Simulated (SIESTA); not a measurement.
Runs of SIESTA 5.4.2 on CdTe. Symmetry: F-43m, No. 216, cubic system. The conventional cell has a = 6.410 Å, b = 6.410 Å, c = 6.410 Å, α = 90.00°, β = 90.00°, γ = 90.00°. Te (site symmetry -43m) has 4 Cd at 2.78 Å as nearest neighbours. Cd (site symmetry -43m) is surrounded by 4 Te at 2.78 Å. 

```csv
potentials or basis,gap on the mesh (eV),pressure (GPa)
"PseudoDojo 0.4 standard (PBE files), TZDP (energy shift 0.003 Ry; two zetas on semicore shells)",1.02,4.4
"PseudoDojo 0.4 standard (PBE files), DZP (energy shift 0.003 Ry; two zetas on semicore shells)",(a),4.0
"PseudoDojo 0.4 standard (PBE files), TZP (energy shift 0.003 Ry; two zetas on semicore shells)",1.00,4.2
"PseudoDojo 0.4 standard (PBE files), DZDP (energy shift 0.003 Ry; two zetas on semicore shells)",1.20,4.2
"PseudoDojo 0.4 standard (PBE files), SZP (energy shift 0.003 Ry)",(b),5.6
```

Alike in all rows: task single point; level PBE; no spin polarisation; cell as given; k mesh 7 × 7 × 7; smearing fermi-dirac 0.05 eV; grid cutoff 800 Ry; energy shift 0.003 Ry.

Task: Estimate the missing entries.

Result: (a) 1.16; (b) 1.47.

Caveats: spin-orbit coupling is left out, which moves the levels of the heavy elements; an odd mesh through Γ misses points on the zone boundary, where band edges often lie; the basis of atomic orbitals isn't converged, which shifts pressures, moduli and gaps.

A k mesh can miss the band edges, and the runs leave out spin-orbit coupling on Cd, Te.
